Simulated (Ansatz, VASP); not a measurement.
**As in VASP and in Ansatz**

File INCAR:

```
SYSTEM = As
ALGO = Normal
EDIFF = 1E-6
ENCUT = 520
GGA = PE
ISIF = 2
ISMEAR = -1
LASPH = .True.
LCHARG = .True.
LELF = .True.
LREAL = .False.
LVHAR = .True.
LWAVE = .False.
NBANDS = 12
NELM = 60
PREC = Accurate
SIGMA = 0.05
```

Contents of KPOINTS:

```
k-points
0
Gamma
  7 7 9
  0 0 0
```

POSCAR

```
As
1.0
    4.4731820068      0.0000000000      0.0000000000
   -2.2365910034      3.8738908172      0.0000000000
    0.0000000000      0.0000000000      2.7758923397
As
2
Direct
    0.3333300000      0.6666700000      0.0000000000
    0.6666700000      0.3333300000      0.0000000000
```

input.yaml

```yaml
crystal:
  lattice:
    - [4.4731820068, 0.0, 0.0]
    - [-2.2365910034, 3.8738908172, 0.0]
    - [0.0, 0.0, 2.7758923397]
  atoms:
    - { symbol: As, position: [0.33333, 0.66667, 0.0] }
    - { symbol: As, position: [0.66667, 0.33333, 0.0] }
hamiltonian:
  xc: pbe
  pseudopotentials: { kind: paw }
kpoints:
  mp_grid: { grid: [7, 7, 9] }
scf:
  occupations: { method: fermi_dirac, width: 0.05 }
output:
  forces: true
  stress: true
  eigenvalues: true
  write_density: true
  write_potential: true
  elf: true
  volumetric_format: npy
```

The cell was built by a generator and needn't be a form met in nature.

Alike in both runs: task single point; functional PBE; k mesh 7 × 7 × 9; occupations fermi-dirac, width 0.05 eV; no spin polarisation.

|  | VASP | Ansatz |
| --- | --- | --- |
| version | VASP 6.6.1 | Ansatz 0.2.0 |
| potentials or method | VASP PAW PBE potentials, release 64 (As) | Ansatz PAW |
| plane-wave cutoff (eV) | 520 | 420 |
| valence electrons in the cell | 10 | 30 |

```csv
,VASP,Ansatz,Ansatz less VASP
gap on the k mesh at the Fermi level (eV),none,none,-
pressure (GPa),3.6,3.4,-0.17
largest component of the traceless stress (GPa),1.01,1.09,+0.085
```

A gap of «none» marks a metal or a gap that the smearing closes. The two sets of potentials don't hold the same shells in valence.
